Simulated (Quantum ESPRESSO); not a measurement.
Ge in Quantum ESPRESSO: convergence with k mesh

Crystal: Ge.

```
CELL_PARAMETERS angstrom
-2.57449 2.57449 1.39741
2.57449 -2.57449 1.39741
2.57449 2.57449 -1.39741
ATOMIC_POSITIONS crystal
Ge 0.51479 0.51053 0.00411
Ge 0.26032 0.75621 0.52497
```

This isn't the form of Ge at room conditions, which is diamond.

The cell isn't the ideal one: atoms moved at random, drawn with an rms of 0.1 Å.

```yaml
Program: Quantum ESPRESSO 7.5
Task: single point
Functional: PBE
Potentials_or_basis: SPMS 1.0 PBE
Cutoff: 952 eV
Density_cutoff: 3810 eV
k_mesh: 1 × 1 × 1
Occupations: methfessel-paxton, width 0.05 eV
Spin: no spin polarisation
```

These are the settings of the first run; the series varies k mesh, with any setting tied to it.

Hardware: 1 thread of Arm Neoverse V2, on a shared host.

The values tried are 1 × 1 × 1, 2 × 2 × 2, 3 × 3 × 3, 4 × 4 × 4, 5 × 5 × 5, 6 × 6 × 6, 7 × 7 × 7, 8 × 8 × 8, loosest first. From which on does the gap on the mesh stay within 0.01 eV of the tightest run that finished?

From 2 × 2 × 2 on.

| k mesh | energy less the tightest run, at zero smearing (meV/atom) | pressure (GPa) | largest force (eV/Å) | gap on the mesh (eV) | SCF cycles | CPU time (s) | peak memory (GiB) |
| --- | --- | --- | --- | --- | --- | --- | --- |
| 1 × 1 × 1 | -453.78 | 15.28 | 1.082 | 5.954 | 9 | 1.1 | 0.05 |
| 2 × 2 × 2 | -254.63 | 9.10 | 0.654 | 0.000 | 8 | 5.6 | 0.05 |
| 3 × 3 × 3 | 170.53 | 0.71 | 0.155 | 0.000 | 8 | 8.8 | 0.05 |
| 4 × 4 × 4 | 39.44 | 3.20 | 0.343 | 0.000 | 8 | 22 | 0.07 |
| 5 × 5 × 5 | -10.27 | 4.03 | 0.229 | 0.000 | 8 | 37 | 0.09 |
| 6 × 6 × 6 | -3.86 | 3.16 | 0.283 | 0.000 | 8 | 69 | 0.13 |
| 7 × 7 × 7 | -30.68 | 2.94 | 0.240 | 0.000 | 8 | 100 | 0.18 |
| 8 × 8 × 8 | 0.00 | 3.22 | 0.308 | 0.000 | 8 | 160 | 0.25 |

Not settled before the last step: the energy (to 1 meV/atom), the pressure (to 0.1 GPa), the largest force (to 0.005 eV/Å). Meshes of other sizes hit other points, so gaps and Fermi surfaces needn't settle smoothly. The tightest run that finished is the yardstick and may itself not be fully converged.

Caveat, for the tightest run too: the k mesh is coarse.
